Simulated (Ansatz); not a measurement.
Run on Sb (diamond type): DFT, PBE, norm-conserving pseudopotentials, Ansatz's default files, scalar-relativistic (Ansatz 0.2.0). This run: the series' base cell.

The cell comes from a relaxation on PAW files under the same functional, begun from a prototype that needn't be the stable phase.

Command: `ansatz run input.yaml --threads 1 --pin off --max-ram 2048MiB --backend cpu --events-out ev --progress --plain --runs-dir out` It took 24 s on 1 thread of Arm Neoverse V1 (shared host), peak memory 0.51 GiB.

```yaml
crystal:
  lattice:
    - [0.0, 3.4940310074, 3.4940310074]
    - [3.4940310074, 0.0, 3.4940310074]
    - [3.4940310074, 3.4940310074, 0.0]
  atoms:
    - { symbol: Sb, position: [-0.125, -0.125, -0.125] }
    - { symbol: Sb, position: [0.125, 0.125, 0.125] }
kpoints:
  mp_grid: { grid: [10, 10, 10] }
scf:
  occupations: { method: fermi_dirac, width: 0.08 }
hamiltonian:
  xc: pbe
  pseudopotentials: { kind: nc }
output:
  forces: true
  stress: true
  eigenvalues: true
```

Output:

```
Engine: ansatz 0.2.0
Pseudopotentials: kind: nc
Pseudopotential: Sb, nc, valence charge 15, recommended cutoff 1088.45545 eV (normal), Sb.nc.azcp
Functional definition: PBE
  parameter kappa = 0.804
  parameter beta = 0.06672455060314922
  exchange = pbe_x(kappa = kappa, mu = beta*pi^2/3)
  correlation = pbe_c(beta = beta)
Crystal: 2 atoms, lattice volume = 85.312 Å³
Basis set: ecut = 1088.45545 eV, 6879 PW (Γ), exchange–correlation on 108×108×108 points (8 copies of the dense FFT grid, shifted against one another)
Bands: 19, of which v1, the nominal top of the filled ones, is band 15 counted from 1 (14 counted from 0)
Symmetry: 48 space group operations
Space group: Fd-3m (ITA 227), of the structure as read, at distance tolerance 4.4e-5 Å
k-points: 47 of 1000
Non-local potential: Sb, projectors of the file, l = 0: 3, l = 1: 3, l = 2: 2, l = 3: 2
Initial density: superposition of atomic densities (chi_scale 0.1, normalization cell)
Initial wavefunctions: pseudopotential atomic-orbital guess
Functional: x = pbe(κ = 0.804, μ = 0.2195149727645171), c = pbe(β = 0.06672455060314922)
SCF iter   1: F=—  HF=-5160.321572 eV  |F-HF|=—  |Δ(HF+E_count)|=         —  Δρ=1.22e-2  dr2=1.37e-1  ethr=3.10e-3  ⟨swp⟩=9.9  Hψ=6268  notcnv=0
preconditioner: auto → LDOS  [metal: Δε(μ)=0.091 eV  Ē_g=7.872 eV  σ=0.080 eV  W_gap=0.27  n_scr=14 (ndim 8)  ℏωp=12.7 eV  f_vac=0.117  D(μ)=1.40/eV (n_scr^D=8)  β→1.0]
SCF iter   2: F=—  HF=-5160.301154 eV  |F-HF|=—  |Δ(HF+E_count)|=   2.04e-2  Δρ=2.69e-3  dr2=7.75e-3  ethr=4.55e-4  ⟨swp⟩=3.1  Hψ=1783  notcnv=0
SCF iter   3: F=—  HF=-5160.300531 eV  |F-HF|=—  |Δ(HF+E_count)|=   6.22e-4  Δρ=3.42e-4  dr2=1.11e-4  ethr=2.58e-5  ⟨swp⟩=3.1  Hψ=1515  notcnv=0
SCF iter   4: F=—  HF=-5160.300575 eV  |F-HF|=—  |Δ(HF+E_count)|=   4.40e-5  Δρ=6.54e-5  dr2=6.44e-6  ethr=3.70e-7  ⟨swp⟩=3.7  Hψ=1988  notcnv=0
SCF iter   5: F=—  HF=-5160.300560 eV  |F-HF|=—  |Δ(HF+E_count)|=   1.58e-5  Δρ=1.68e-5  dr2=1.69e-7  ethr=2.15e-8  ⟨swp⟩=2.8  Hψ=1337  notcnv=0
SCF iter   6: F=-5160.300560 eV  HF=-5160.300560 eV  |F-HF|=2.07e-9  |Δ(HF+E_count)|=   2.82e-8  Δρ=2.42e-6  dr2=6.07e-9  ethr=3.33e-10  ⟨swp⟩=11.8  Hψ=5660  notcnv=0
SCF 1 converged in 6 iterations: F = -5160.300560 eV  dr2 = 6.07e-9
SCF converged after 6 iterations
Free energy (F): -5160.300560 eV
Harris-Foulkes:  -5160.300560 eV  (|F-HF|=2.07e-9)
Internal energy: -5160.271601 eV  (E = F + TS)
E sigma→0 (E₀):  -5160.286080 eV
Entropy (-TS):   -0.028959 eV (-14.479 meV/atom)
Fermi energy:    6.024463 eV
--- Per-component energies (eV) ---
  E_band       = -450.824229
  E_kinetic    = 3150.319744
  E_local      = -3116.446211  (includes V_loc(G=0)·N_el)
  E_nonlocal   = -2875.812070
  E_hartree    = 1589.782536
  E_xc         = -1410.599701
  E_vxc        = -788.446048  (∫ρ·V_xc dr)
  E_ewald      = -2497.515897
  E_smearing   = -0.028959  (= −TS)
  E_closure    = -0.000000  (closes the sum)
  Σ components = -5160.300560   (vs F -5160.300560, Δ=0.00e0)
--- Forces (eV/Å), atoms counted from 1 ---
  atom   1  Sb     0.00000000     0.00000000     0.00000000
  atom   2  Sb     0.00000000    -0.00000000    -0.00000000
  max |Σ_I F_I| component: 2.96e-16 eV/Å
--- Stress (GPa, compression-positive) ---
        0.022748      -0.000000      -0.000000
       -0.000000       0.022748       0.000000
       -0.000000       0.000000       0.022748
  P = ⅓ Tr σ = 0.0227 GPa (0.227 kbar)
--- Band table (eV; the first three rows and the last of 47) ---
  k-point 0: bands = ["-23.1173", "-23.1173", "-23.1173", "-23.0945", "-23.0945", "-23.0142", "-23.0142", "-23.0028", "-23.0028", "-23.0028", "-5.3769", "0.6668", "4.3038", "4.3038", "4.3038", "6.5861", "6.5861", "6.5861", "10.0187"]
  k-point 1: bands = ["-23.1190", "-23.1190", "-23.1163", "-23.0921", "-23.0921", "-23.0172", "-23.0172", "-23.0039", "-23.0003", "-23.0003", "-5.3087", "0.3821", "4.1979", "4.1979", "4.3170", "6.7406", "6.7406", "6.7627", "10.3573"]
  k-point 2: bands = ["-23.1223", "-23.1223", "-23.1136", "-23.0872", "-23.0872", "-23.0226", "-23.0226", "-23.0067", "-22.9962", "-22.9962", "-5.1110", "-0.2872", "3.9695", "3.9695", "4.2302", "7.0797", "7.0797", "7.3766", "11.0724"]
  k-point 46: bands = ["-23.1362", "-23.1362", "-23.0728", "-23.0728", "-23.0547", "-23.0547", "-23.0422", "-23.0422", "-22.9814", "-22.9814", "-3.2181", "-3.2181", "2.4461", "2.4461", "6.6541", "6.6541", "8.8394", "8.8394", "12.0784"]
```

Next run (volume at 0.6 of the series' base cell), as changes to the input before:

```diff
   lattice:
-    - [0.0, 3.4940310074, 3.4940310074]
-    - [3.4940310074, 0.0, 3.4940310074]
-    - [3.4940310074, 3.4940310074, 0.0]
+    - [0.0, 2.9469798852, 2.9469798852]
+    - [2.9469798852, 0.0, 2.9469798852]
+    - [2.9469798852, 2.9469798852, 0.0]
   atoms:
```

Command: `ansatz run input.yaml --threads 1 --pin off --max-ram 2048MiB --backend cpu --events-out ev --progress --plain --runs-dir out` It took 18 s on 1 thread of Arm Neoverse V1 (shared host), peak memory 0.39 GiB.

Results part of the output:

```
SCF 1 converged in 7 iterations: F = -5157.214609 eV  dr2 = 5.87e-8
SCF converged after 7 iterations
Free energy (F): -5157.214609 eV
Harris-Foulkes:  -5157.214609 eV  (|F-HF|=9.79e-8)
Internal energy: -5157.190841 eV  (E = F + TS)
E sigma→0 (E₀):  -5157.202725 eV
Entropy (-TS):   -0.023768 eV (-11.884 meV/atom)
Fermi energy:    13.379108 eV
--- Per-component energies (eV) ---
  E_band       = -268.982240
  E_kinetic    = 3174.655094
  E_local      = -2377.693632  (includes V_loc(G=0)·N_el)
  E_nonlocal   = -2881.848567
  E_hartree    = 1307.635060
  E_xc         = -1418.806271
  E_vxc        = -799.368109  (∫ρ·V_xc dr)
  E_ewald      = -2961.132524
  E_smearing   = -0.023768  (= −TS)
  E_closure    = -0.000000  (closes the sum)
  Σ components = -5157.214609   (vs F -5157.214609, Δ=0.00e0)
--- Forces (eV/Å), atoms counted from 1 ---
  atom   1  Sb    -0.00000000     0.00000000     0.00000000
  atom   2  Sb    -0.00000000     0.00000000     0.00000000
  max |Σ_I F_I| component: 9.62e-16 eV/Å
--- Stress (GPa, compression-positive) ---
       44.875622      -0.000000       0.000000
        0.000000      44.875622       0.000000
        0.000000       0.000000      44.875622
  P = ⅓ Tr σ = 44.8756 GPa (448.756 kbar)
--- Band table (eV; the first three rows and the last of 47) ---
  k-point 0: bands = ["-17.0575", "-17.0575", "-17.0575", "-16.9569", "-16.9569", "-16.5454", "-16.5454", "-16.5454", "-16.5325", "-16.5325", "-1.9994", "10.7420", "10.7420", "10.7420", "11.0212", "13.4105", "13.4105", "13.4105", "17.1307"]
  k-point 1: bands = ["-17.0665", "-17.0665", "-17.0539", "-16.9441", "-16.9441", "-16.5675", "-16.5675", "-16.5499", "-16.5129", "-16.5129", "-1.8792", "8.9709", "10.5123", "10.5123", "11.9556", "13.7084", "13.7084", "14.0115", "17.7013"]
  k-point 2: bands = ["-17.0829", "-17.0829", "-17.0443", "-16.9182", "-16.9182", "-16.5929", "-16.5929", "-16.5618", "-16.4934", "-16.4934", "-1.5258", "7.0270", "10.0619", "10.0619", "11.8473", "14.2727", "14.2727", "15.6178", "18.5314"]
  k-point 46: bands = ["-17.1474", "-17.1474", "-16.8651", "-16.8651", "-16.7520", "-16.7520", "-16.6934", "-16.6934", "-16.4232", "-16.4232", "1.9221", "1.9221", "7.0625", "7.0625", "14.3553", "14.3553", "16.6078", "16.6078", "21.7731"]
```

Next run (volume at 0.4 of the series' base cell), as changes to the input before:

```diff
   lattice:
-    - [0.0, 2.9469798852, 2.9469798852]
-    - [2.9469798852, 0.0, 2.9469798852]
-    - [2.9469798852, 2.9469798852, 0.0]
+    - [0.0, 2.5744240577, 2.5744240577]
+    - [2.5744240577, 0.0, 2.5744240577]
+    - [2.5744240577, 2.5744240577, 0.0]
   atoms:
```

Results part of the output:

```
SCF 1 converged in 7 iterations: F = -5146.539504 eV  dr2 = 3.27e-8
SCF converged after 7 iterations
Free energy (F): -5146.539504 eV
Harris-Foulkes:  -5146.539504 eV  (|F-HF|=1.04e-8)
Internal energy: -5146.520715 eV  (E = F + TS)
E sigma→0 (E₀):  -5146.530110 eV
Entropy (-TS):   -0.018789 eV (-9.395 meV/atom)
Fermi energy:    22.442929 eV
--- Per-component energies (eV) ---
  E_band       = -59.716875
  E_kinetic    = 3216.961739
  E_local      = -1729.623226  (includes V_loc(G=0)·N_el)
  E_nonlocal   = -2895.306660
  E_hartree    = 1081.043487
  E_xc         = -1429.945480
  E_vxc        = -813.831331  (∫ρ·V_xc dr)
  E_ewald      = -3389.650575
  E_smearing   = -0.018789  (= −TS)
  E_closure    = 0.000000  (closes the sum)
  Σ components = -5146.539504   (vs F -5146.539504, Δ=0.00e0)
--- Forces (eV/Å), atoms counted from 1 ---
  atom   1  Sb     0.00000000     0.00000000    -0.00000000
  atom   2  Sb     0.00000000     0.00000000     0.00000000
  max |Σ_I F_I| component: 1.85e-16 eV/Å
--- Stress (GPa, compression-positive) ---
      196.502425      -0.000000       0.000000
        0.000000     196.502425       0.000000
        0.000000       0.000000     196.502425
  P = ⅓ Tr σ = 196.5024 GPa (1965.024 kbar)
--- Band table (eV; the first three rows and the last of 47) ---
  k-point 0: bands = ["-10.5675", "-10.5675", "-10.5675", "-10.3428", "-10.3428", "-9.1846", "-9.1846", "-9.1846", "-9.0234", "-9.0234", "2.2559", "19.4674", "19.4674", "19.4674", "21.8072", "21.8072", "21.8072", "23.4724", "25.5766"]
  k-point 1: bands = ["-10.5976", "-10.5976", "-10.5602", "-10.2998", "-10.2998", "-9.2150", "-9.2150", "-9.1986", "-9.0000", "-9.0000", "2.4371", "17.5337", "18.9836", "18.9836", "22.0730", "22.3552", "22.3552", "24.5673", "26.4296"]
  k-point 2: bands = ["-10.6453", "-10.6453", "-10.5408", "-10.2210", "-10.2210", "-9.2676", "-9.2676", "-9.2356", "-8.9633", "-8.9633", "2.9757", "14.7404", "18.1819", "18.1819", "21.7756", "23.1611", "23.1611", "26.0842", "27.1022"]
  k-point 46: bands = ["-10.8191", "-10.8191", "-10.0911", "-10.0911", "-9.7257", "-9.7257", "-9.5466", "-9.5466", "-8.7738", "-8.7738", "8.3199", "8.3199", "13.0460", "13.0460", "23.0967", "23.0967", "26.2506", "26.2506", "33.1377"]
```

Spin–orbit coupling is left out, which matters for the heavy atoms. The norm-conserving files are those that the library serves for this functional.
